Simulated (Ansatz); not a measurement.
# TiO₂: how the free axis answers a strain

TiO₂, Pbcn, a = 4.556 Å, b = 5.509 Å, c = 4.947 Å. This isn't the usual stable structure of the compound. Ansatz: r2SCAN+U, PAW, 500 eV, Γ-centred 6×4×6 mesh on 12 atoms, Gaussian smearing 0.02 eV; U_eff Ti 4.00 eV; no spin polarisation. Series: biaxial strain in the a-b plane, c and atoms relaxed; x is the strain in per cent. y is the change of c in per cent of 4.947 Å.

| x (%) | y (%) |
| --- | --- |
| -2.0 | ? |
| -1.0 | 0.81 |
| 0.0 | 0.00 |
| 1.0 | -0.83 |
| 2.0 | -1.65 |

Q: Fit y = c1 x + c2 x² to the other rows, say what c1 measures, and predict the missing y.

A: Least squares on the rows shown. y = −0.8173 x − 0.004545 x². With no stress along c, c1 = −(C13 + C23)/C33 = -0.817. At x = -2.0 the fit asked for gives 1.62 %. The run gave 1.64 %, so the fit is 0.02 % too low, a small miss on the scale of the series. The form still works here, 33 % of the fitted range beyond its end.